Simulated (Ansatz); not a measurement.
# BP: one candidate of a structure search, part 2 of 2

Where does this trial cell of BP go when cell and atoms are let free?

Ansatz 0.2.0; DFT PBE, scalar-relativistic, plane waves, PAW. Earlier steps stand in the parts before.

### Step 4. Full relaxation

The end of the coarse run is made exact in the group found at a tolerance of 0.06 Å and reduced to its primitive cell.

Contents of input.yaml:

```yaml
crystal:
  lattice:
    - [2.7329341377, 0.0, 0.0]
    - [0.0, 2.7329341377, 0.0]
    - [0.0, 0.0, 2.7329341377]
  atoms:
    - { symbol: B, position: [0.0, 0.0, 0.0] }
    - { symbol: P, position: [0.5, 0.5, 0.5] }
basis:
  ecutwfc: 420
kpoints:
  mp_grid: { grid: [20, 20, 20] }
hamiltonian:
  xc: pbe
scf:
  occupations: { method: gaussian, width: 0.1 }
output:
  forces: true
  stress: true
  eigenvalues: true
  write_density: true
  write_potential: true
  elf: true
  volumetric_format: npy
relax:
  adjacent_minimum: "off"
  f_tol: 0.01
  max_steps: 80
  cell: { stress_tol: 0.05 }
```

The run is started by

```bash
$ ansatz run input.yaml --threads 1 --pin off --max-ram 2048MiB --backend cpu --events-out ev --progress --plain --runs-dir out
```

What it wrote, cut to the lines that bear on the results:

```text
Warning: RAYON_NUM_THREADS=1 ignored (pool sized by the plan → 1); use --threads N
[...]
Pseudopotentials: kind: paw
Pseudopotential: B, paw, valence charge 3, recommended cutoff 420 eV (normal), B.paw.azcp
Pseudopotential: P, paw, valence charge 5, recommended cutoff 420 eV (normal), P.paw.azcp
Functional definition: PBE
[...]
Crystal: 2 atoms, lattice volume = 20.412 Å³
Basis set: ecut = 420 eV, 389 PW (Γ), exchange–correlation on 40×40×40 points (8 copies of the dense FFT grid, shifted against one another)
Bands: 8, of which v1, the nominal top of the filled ones, is band 4 counted from 1 (3 counted from 0)
Symmetry: 48 space group operations
Space group: Pm-3m (ITA 221), of the structure as read, at distance tolerance 2.7e-5 Å
k-points: 286 of 8000
[...]
SCF iter   1: F=—  HF=-908.762907 eV  |F-HF|=—  |Δ(HF+E_count)|=         —  Δρ=1.93e-3  dr2=5.50e-4  ethr=1.77e-3  ⟨swp⟩=5.7  Hψ=41182  notcnv=0  defer=81
[...]
--- Stress (GPa, compression-positive) ---
        0.004269       0.000000       0.000000
        0.000000       0.004269      -0.000000
        0.000000      -0.000000       0.004269
  P = ⅓ Tr σ = 0.0043 GPa (0.043 kbar)
--- Band table (eV; the first three rows and the last of 286) ---
  k-point 0: bands = ["-4.9277", "11.1393", "11.1393", "11.1393", "14.3987", "16.5820", "16.5820", "23.0808", "23.0808", "23.0808", "29.7705", "29.7705"]
[...]
--- Relaxed structure (3 steps of the walk, 3 accepted, 1 SCFs on fresh bases) ---
  F+E_penalty+E_count = -908.76537910 eV   max|allowed force component| = 4.520e-31 eV/Å   (the final SCF, on the basis selected at the relaxed cell)
  cell:  # Å, volume = 20.0457 Å³
    - [2.716482301930739, -6.419766481290786e-35, -1.6049416203226965e-35]
    - [-6.419766481290786e-35, 2.716482301930739, -1.0111132208032988e-33]
    - [-6.419766481290786e-35, -1.0111132208032988e-33, 2.716482301930739]
  atoms:
    - { symbol: B, position: [-2.9362976556591395e-36, -1.8351860347898415e-36, 7.340744139165791e-37] }
    - { symbol: P, position: [0.5, 0.5, 0.5] }
```

It took 19 s on 1 thread of Intel Xeon Platinum 8259CL at 2.50GHz (Skylake/Cascade Lake), shared host; peak memory 0.43 GiB.

Step by step:

```csv
step,energy from step 1 (eV/cell),largest force component (eV/Å),pressure (GPa),volume (Å³)
1,0.0000,0.0000,-2.26,20.41
2,-0.0023,0.0000,-0.98,20.20
3,-0.0029,0.0000,0.02,20.05
4,-0.0026,0.0000,0.00,20.05
```

Step 1 is the start. Step 4 repeats the geometry before it on a plane-wave basis chosen anew for that cell, so its energy need not be comparable with the rows above.

|  | before | after | change |
| --- | --- | --- | --- |
| a (Å) | 2.733 | 2.716 | -0.6 % |
| b (Å) | 2.733 | 2.716 | -0.6 % |
| c (Å) | 2.733 | 2.716 | -0.6 % |
| volume (Å³/atom) | 10.21 | 10.02 | -1.8 % |
| shortest distance (Å) | 2.367 | 2.353 | -0.6 % |
| space group (0.01 Å) | Pm-3m | Pm-3m | same |

The run keeps the 48 symmetry operations of the start, so it could not have lowered the symmetry.

Density in a lattice plane of the grid's cell (edges 2.72 and 2.72 Å, at 0.500 of the third edge), which holds P.

Ten even steps from '0' (0.03 e/Å³) to '9' (0.67 e/Å³):
```
222233333444444433333222
223333444455555444433332
233334455666666655443333
333345567888888876554333
333456788999999988765433
334457899998889999875443
334568999876567899986543
344578998643234689987544
344678997521012579987644
344679996410001469997644
344678997521012579987644
344578998643234689987544
334568999876567899986543
334457899998889999875443
333456788999999988765433
333345567888888876554333
233334455666666655443333
223333444455555444433332
222233333444444433333222
222233333333333333333222
```
Columns run along the first of these edges and rows up along the second, over one cell in 24 and 20 even steps from the bottom left corner. Atoms in the plane (fractional): P at (0.50, 0.50).

ELF in the same plane.

Ten even steps from ' ' (0.01) to '@' (0.74):
```
::::::::::--------==============--------::::::::
::::::----====++++++++++++++++++++++====----::::
::::----==++++**##################**++++==----::
::----==++**##%%%%@@@@@@@@@@@@@@%%%%##**++==----
----==++**##%%@@@@@@@@%%%%%%@@@@@@@@%%##**++==--
----==++##%%@@@@@@%%##**++**##%%@@@@@@%%##++==--
----==**##@@@@@@##**--::..::--**##@@@@@@##**==--
--==++**%%@@@@%%++--..      ..--++%%@@@@%%**++==
--==++**%%@@%%##--..          ..--##%%@@%%**++==
--==++**%%@@%%**--              --**%%@@%%**++==
--==++**%%@@%%##--..          ..--##%%@@%%**++==
--==++**%%@@@@%%++--..      ..--++%%@@@@%%**++==
----==**##@@@@@@##**--::..::--**##@@@@@@##**==--
----==++##%%@@@@@@%%##**++**##%%@@@@@@%%##++==--
----==++**##%%@@@@@@@@%%%%%%@@@@@@@@%%##**++==--
::----==++**##%%%%@@@@@@@@@@@@@@%%%%##**++==----
::::----==++++**##################**++++==----::
::::::----====++++++++++++++++++++++====----::::
::::::::::--------==============--------::::::::
::::::::::::--------------------------::::::::::
```
Columns run along the first of these edges and rows up along the second, over one cell in 24 and 20 even steps from the bottom left corner. Atoms in the plane (fractional): P at (0.50, 0.50).

Both are smooth fields of the valence electrons: close to the nuclei they are not physical.

Maxima of ELF outside the ion cores: 0.78 on the P–B line, 0.8 Å from P; 0.69 on the B–P line, 0.8 Å from B.

### Step 5. Variant: xc lda, ecutwfc left out

Changes to input.yaml since step 4:

```diff
@@ -8,4 +8,2 @@
     - { symbol: P, position: [0.5, 0.5, 0.5] }
-basis:
-  ecutwfc: 420
 kpoints:
@@ -13,3 +11,3 @@
 hamiltonian:
-  xc: pbe
+  xc: lda
 scf:
@@ -18,8 +16,4 @@
   forces: true
+  eigenvalues: true
   stress: true
-  eigenvalues: true
-  write_density: true
-  write_potential: true
-  elf: true
-  volumetric_format: npy
 relax:
```

The run is started by

```bash
$ ansatz run input.yaml --threads 1 --pin off --max-ram 2048MiB --backend cpu --events-out ev --progress --plain --runs-dir out
```

What it wrote, cut to the lines that bear on the results:

```text
Warning: RAYON_NUM_THREADS=1 ignored (pool sized by the plan → 1); use --threads N
[...]
Pseudopotentials: kind: paw
Pseudopotential: B, paw, valence charge 3, recommended cutoff 420 eV (normal), B.paw.azcp
Pseudopotential: P, paw, valence charge 5, recommended cutoff 420 eV (normal), P.paw.azcp
Functional definition: SPW92
[...]
Crystal: 2 atoms, lattice volume = 20.412 Å³
Basis set: ecut = 420 eV, 389 PW (Γ)
Bands: 8, of which v1, the nominal top of the filled ones, is band 4 counted from 1 (3 counted from 0)
Symmetry: 48 space group operations
Space group: Pm-3m (ITA 221), of the structure as read, at distance tolerance 2.7e-5 Å
k-points: 286 of 8000
[...]
SCF iter   1: F=—  HF=-872.986575 eV  |F-HF|=—  |Δ(HF+E_count)|=         —  Δρ=5.80e-3  dr2=7.71e-3  ethr=1.77e-3  ⟨swp⟩=5.7  Hψ=41494  notcnv=0  defer=88
[...]
--- Stress (GPa, compression-positive) ---
       -0.001150      -0.000000      -0.000000
       -0.000000      -0.001150       0.000000
       -0.000000       0.000000      -0.001150
  P = ⅓ Tr σ = -0.0012 GPa (-0.012 kbar)
--- Band table (eV; the first three rows and the last of 286) ---
  k-point 0: bands = ["-4.8315", "11.5453", "11.5453", "11.5453", "15.3778", "16.9748", "16.9748", "23.8480", "23.8480", "23.8480", "30.4970", "30.4970"]
[...]
--- Relaxed structure (5 steps of the walk, 5 accepted, 2 SCFs on fresh bases) ---
  F+E_penalty+E_count = -873.01314440 eV   max|allowed force component| = 5.886e-31 eV/Å   (the final SCF, on the basis selected at the relaxed cell)
  cell:  # Å, volume = 19.2315 Å³
    - [2.679196523589411, 1.1184436916623782e-34, 1.9459917146412697e-34]
    - [-4.017369493370249e-34, 2.679196523589411, 3.209883240645393e-35]
    - [-6.219148778750447e-35, 3.209883240645393e-35, 2.679196523589411]
  atoms:
    - { symbol: B, position: [-1.4681488278313554e-35, -2.936297655663812e-36, 5.007275926228056e-49] }
    - { symbol: P, position: [0.5, 0.5, 0.5] }
```

Run time: 31 s. Hardware: 1 thread of Intel Xeon Platinum 8259CL at 2.50GHz (Skylake/Cascade Lake), shared host; peak memory 0.42 GiB.

```
    run     ending   energy change  pressure (GPa)  gap (eV)  force (eV/Å)  cycles  time
 step 4  converged               -             0.0      0.00          0.00       -  19 s
variant  converged  not comparable             0.0      0.00          0.00       -  31 s
```

A change of functional puts the total energy on another scale; the final volume goes from 20.05 to 19.23 Å³.

### Step 6. Outcome

The summary covers parts 1 to 2. Changes of volume or cell count from the first structure of part 1.

```
                              quantity                                                                      value
symmetry at the end (tolerance 0.05 Å)                                                space group Pm-3m (No. 221)
                     conventional cell  a = 2.716 Å, b = 2.716 Å, c = 2.716 Å, α = 90.00°, β = 90.00°, γ = 90.00°
                                volume                                                              10.02 Å³/atom
     energy over the elements, black P                                                              +1.41 eV/atom
                       gap on the mesh                                                               none (metal)
```

**Reading.** The space group Pm-3m (No. 221) is kept, and the volume per atom shrinks by 27.8 % from the first guess. With a positive formation energy it can't be a ground state. No finished test with a distortion of lower symmetry is shown, so the end may be a saddle point.
